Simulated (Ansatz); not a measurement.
Ansatz input file:

```yaml
crystal:
  lattice:
    - [-1.5741866171, 1.6063669944, 1.2903055492]
    - [1.5741866171, -1.6063669944, 1.2903055492]
    - [1.572429549, 1.6046099263, -1.2903055492]
  atoms:
    - { symbol: Si, position: [0.0, 0.0, 0.0] }
basis:
  ecutwfc: 420
kpoints:
  mp_grid: { grid: [18, 18, 18] }
hamiltonian:
  xc: pbe
scf:
  occupations: { method: gaussian, width: 0.1 }
output:
  forces: true
  stress: true
  eigenvalues: true
```

It can be run as
```bash
ansatz run input.yaml --threads 1 --pin off --backend cpu --events-out ev --progress --plain --runs-dir out  # memory cap (--max-ram) not shown
```

All numbers below come from DFT PBE, scalar-relativistic, plane waves, PAW (Ansatz).

Part of what the program printed, abridged:

```
Pseudopotentials: kind: paw
Pseudopotential: Si, paw, valence charge 4, recommended cutoff 420 eV (normal)
Functional definition: PBE
Crystal: 1 atom, lattice volume = 13.037 Å³
Basis set: ecut = 420 eV, 269 PW (Γ), exchange–correlation on 36×36×36 points (8 copies of the dense FFT grid, shifted against one another)
Bands: 6, of which v1, the nominal top of the filled ones, is band 2 counted from 1 (1 counted from 0)
Symmetry: 4 space group operations
Space group: C2/m (ITA 12), of the structure as read, at distance tolerance 2.4e-5 Å
k-points: 1550 of 5832
Initial density: superposition of atomic densities (neutral atoms: chi_scale 0, normalization atom), corrected by the library's trained network
Initial wavefunctions: pseudopotential atomic-orbital guess
Functional: x = pbe(κ = 0.804, μ = 0.21951497), c = pbe(β = 0.06672455)
SCF iter   1: F=—  HF=-635.279001 eV  |F-HF|=—  |Δ(HF+E_count)|=         —  Δρ=1.96e-3  dr2=2.88e-4  ethr=1.77e-3  ⟨swp⟩=4.9  Hψ=86981  notcnv=0
SCF iter   2: F=—  HF=-635.279089 eV  |F-HF|=—  |Δ(HF+E_count)|=   8.77e-5  Δρ=9.74e-4  dr2=6.65e-5  ethr=7.20e-6  ⟨swp⟩=1.9  Hψ=23170  notcnv=0
SCF iter   3: F=—  HF=-635.279122 eV  |F-HF|=—  |Δ(HF+E_count)|=   3.29e-5  Δρ=5.69e-5  dr2=3.12e-7  ethr=1.66e-6  ⟨swp⟩=2.0  Hψ=11954  notcnv=0
SCF iter   4: F=-635.279122 eV  HF=-635.279122 eV  |F-HF|=1.36e-8  |Δ(HF+E_count)|=   9.16e-8  Δρ=1.76e-5  dr2=1.54e-8  ethr=7.81e-9  ⟨swp⟩=2.0  Hψ=12033  notcnv=0
SCF iter   5: F=-635.279122 eV  HF=-635.279122 eV  |F-HF|=1.55e-11  |Δ(HF+E_count)|=   1.46e-8  Δρ=6.95e-7  dr2=2.67e-11  ethr=3.84e-10  ⟨swp⟩=2.0  Hψ=12048  notcnv=0
SCF iter   6: F=-635.279122 eV  HF=-635.279122 eV  |F-HF|=4.55e-13  |Δ(HF+E_count)|=  1.76e-11  Δρ=8.41e-8  dr2=6.45e-13  ethr=1.00e-12  ⟨swp⟩=1.5  Hψ=26441  notcnv=0
SCF 1 converged in 6 iterations: F = -635.279122 eV  dr2 = 6.45e-13
SCF converged after 6 iterations
Free energy (F): -635.279122 eV
Harris-Foulkes:  -635.279122 eV  (|F-HF|=4.55e-13)
Internal energy: -635.277594 eV  (E = F + TS)
E sigma→0 (E₀):  -635.278358 eV
Entropy (-TS):   -0.001528 eV (-1.528 meV/atom)
Fermi energy:    12.125605 eV
--- Per-component energies (eV) ---
  E_band       = 24.349598
  E_kinetic    = 43.497537
  E_local      = 5.767350  (includes V_loc(G=0)·N_el)
  E_nonlocal   = 25.522194
  E_hartree    = 0.383383
  E_xc         = -56.970555
  E_vxc        = -49.114051  (∫ρ·V_xc dr)
  E_paw        = -512.360185  (= ΣΔE_a)
  E_vpaw       = -2.090203  (= ΣTr[D̂ρ^β])
  E_aug_tail   = 0.000006  (compensation charges beyond the density's cutoff)
  E_ewald      = -141.117324
  E_smearing   = -0.001528  (= −TS)
--- Forces (eV/Å), atoms counted from 1 ---
  atom   1  Si     0.00000000     0.00000000     0.00000000
--- Stress (GPa, compression-positive) ---
       12.495383       0.157016       0.000000
        0.157016      11.181466       0.000000
        0.000000       0.000000      13.057387
  P = ⅓ Tr σ = 12.2447 GPa (122.447 kbar)
--- Band table (eV; the first three rows and the last of 1550) ---
  k-point 0: bands = ["-3.2475", "21.9001", "23.0510", "23.1468", "25.4976", "27.2800"]
  k-point 1: bands = ["-3.1588", "20.3384", "23.1210", "23.8516", "26.0685", "26.3221"]
  k-point 2: bands = ["-2.8929", "18.0470", "23.2787", "24.2644", "25.2958", "27.0457"]
  k-point 1549: bands = ["9.3721", "9.8935", "10.9230", "13.0578", "16.6327", "19.1111"]
```

The run converged.